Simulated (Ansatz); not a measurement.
Response of MoS₂ to small distortions

```
CELL_PARAMETERS angstrom
3.16100 0.00000 0.00000
-1.58050 2.73751 0.00000
0.00000 0.00000 12.29500
ATOMIC_POSITIONS crystal
Mo 0.33333 0.66667 0.25000
Mo 0.66667 0.33333 0.75000
S 0.33333 0.66667 0.62750
S 0.66667 0.33333 0.12750
S 0.33333 0.66667 0.87250
S 0.66667 0.33333 0.37250
```

Atoms are numbered in the order listed.

The cell comes from COD entry 9007660, which wasn't checked; take it as a given geometry.

Method: Ansatz 0.2.0, DFT, LDA, all-electron PAW with datasets made for the crystal, scalar-relativistic.

Numerical set-up: a Γ-centred 10×10×3 k mesh, Fermi–Dirac smearing of 0.03 eV, cutoff 300 eV (chosen by the program for this cell), no spin polarisation.

The unchanged cell is at 1.11 GPa.

Semilocal functionals give too small gaps.

x, y and z are the Cartesian axes of the cell as listed; fractional coordinates follow a strain, and an engineering shear is twice the off-diagonal strain component.

Task: One change gave: energy change +9 meV/atom; stress change (xx, yy, zz, yz, xz, xy) 0.21, 0.24, 0.19, -2.97, -2.97, -1.71 GPa, compression positive; change of the force on S4 (0.378, 0.306, -0.040) eV/Å; gap on the k mesh 0.83 → 0.80 eV. Which change was it?
A. equal xy, yz and zx engineering shear strains of +2 %
B. equal xy, yz and zx engineering shear strains of +1 %
C. equal xy, yz and zx engineering shear strains of -2 %
D. equal xy, yz and zx engineering shear strains of -1 %
E. equal xy, yz and zx engineering shear strains of -3 %
F. equal xy, yz and zx engineering shear strains of +3 %

Result: A. For equal xy, yz and zx engineering shear strains of -3 %: energy change +20 meV/atom; stress change (xx, yy, zz, yz, xz, xy) 0.49, 0.55, 0.44, 4.65, 4.66, 2.75 GPa, compression positive; change of the force on S4 (-0.661, -0.502, -0.096) eV/Å; gap on the k mesh 0.83 → 0.78 eV. For equal xy, yz and zx engineering shear strains of -1 %: energy change +2 meV/atom; stress change (xx, yy, zz, yz, xz, xy) 0.05, 0.06, 0.05, 1.52, 1.52, 0.89 GPa, compression positive; change of the force on S4 (-0.207, -0.161, -0.010) eV/Å; gap on the k mesh 0.83 → 0.82 eV. For equal xy, yz and zx engineering shear strains of -2 %: energy change +9 meV/atom; stress change (xx, yy, zz, yz, xz, xy) 0.21, 0.24, 0.20, 3.07, 3.08, 1.81 GPa, compression positive; change of the force on S4 (-0.427, -0.328, -0.042) eV/Å; gap on the k mesh 0.83 → 0.80 eV. For equal xy, yz and zx engineering shear strains of +1 %: energy change +2 meV/atom; stress change (xx, yy, zz, yz, xz, xy) 0.05, 0.06, 0.05, -1.50, -1.50, -0.87 GPa, compression positive; change of the force on S5 (-0.194, -0.156, 0.010) eV/Å; gap on the k mesh 0.83 → 0.82 eV. For equal xy, yz and zx engineering shear strains of +3 %: energy change +19 meV/atom; stress change (xx, yy, zz, yz, xz, xy) 0.46, 0.54, 0.43, -4.41, -4.42, -2.53 GPa, compression positive; change of the force on S4 (0.551, 0.452, -0.090) eV/Å; gap on the k mesh 0.83 → 0.78 eV.
